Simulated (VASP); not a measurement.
Here is a VASP 6.6.1 calculation.

Contents of INCAR:

```
PREC = Accurate ; ENCUT = 600
EDIFF = 1E-7 ; ISMEAR = 0
SIGMA = 0.05 ; LREAL = False
LASPH = True ; NELM = 80
ALGO = Fast ; ISIF = 3
LWAVE = False ; LCHARG = False
GGA = PE ; IBRION = 2
NSW = 40 ; EDIFFG = -0.01
```

File KPOINTS:

```
regular mesh
0
Gamma
  7 5 5
```

File POSCAR:

```
KCl
1.0
   -3.8391960000      0.0000000000      0.0000000000
    0.0000000000      3.8391960000      3.8391960000
    0.0000000000      3.8391960000     -3.8391960000
K Cl
2 2
Direct
    0.0102873900      0.0021572700      0.9884567900
    0.9691378200      0.4935281900      0.5346296300
    0.5102873900      0.5021572700      0.9884567900
    0.5102873900      0.0021572700      0.4884567900
```

Potentials or basis: VASP PAW PBE potentials, release 64 (K_sv, Cl).

Launch:

```bash
$ cat potpaw_PBE.64/K_sv/POTCAR potpaw_PBE.64/Cl/POTCAR > POTCAR
$ mpirun -np 1 vasp_std > vasp.out
```

(1) What does it give for the band gap on the k mesh?

Results:

(1) 4.80 eV, direct.

Caveat: an odd mesh through Γ misses points on the zone boundary, where band edges often lie.
